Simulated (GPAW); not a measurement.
Crystal: Ca.

```xyz
1
Lattice="-2.2400 2.2400 2.2400 2.2400 -2.2400 2.2400 2.2400 2.2400 -2.2400" Properties=species:S:1:pos:R:3 pbc="T T T"
Ca    0.0000    0.0000    0.0000
```

This isn't the form of Ca at room conditions, which is fcc.

| Property | Result |
| --- | --- |
| Program | GPAW 26.7.0 |
| Task | relaxation of cell and atoms |
| Functional | BLYP |
| Potentials or basis | PAW data sets generated in the run's folder for this functional |
| Cutoff | 600 eV |
| Basis | pw |
| k mesh | 8 × 8 × 8 |
| Occupations | fermi-dirac, width 0.05 eV |
| Spin | no spin polarisation |

At the start: pressure -0.8 GPa; volume 44.96 Å³/atom.

Problem. How do energy, volume and symmetry change on relaxing?

Solution. Over 3 steps the energy falls by 6.5 meV/atom and the volume is 42.27 Å³/atom (-6.0 %); space group Im-3m (No. 229, to 0.05 Å).

The path:
```tsv
step	energy change (eV)	largest force (eV/Å)	pressure (GPa)	volume (Å³)
1	0.0000	0.0000	-0.83	44.96
2	-0.0020	0.0000	-0.70	44.51
3	-0.0065	0.0000	0.03	42.27
```

Final structure:
```
Ca
1.0
    -2.19438    2.19438    2.19438
     2.19438   -2.19438    2.19438
     2.19438    2.19438   -2.19438
Ca
1
Direct
  0.00000 0.00000 0.00000
```

Caveat: later steps reuse the first step's grids.
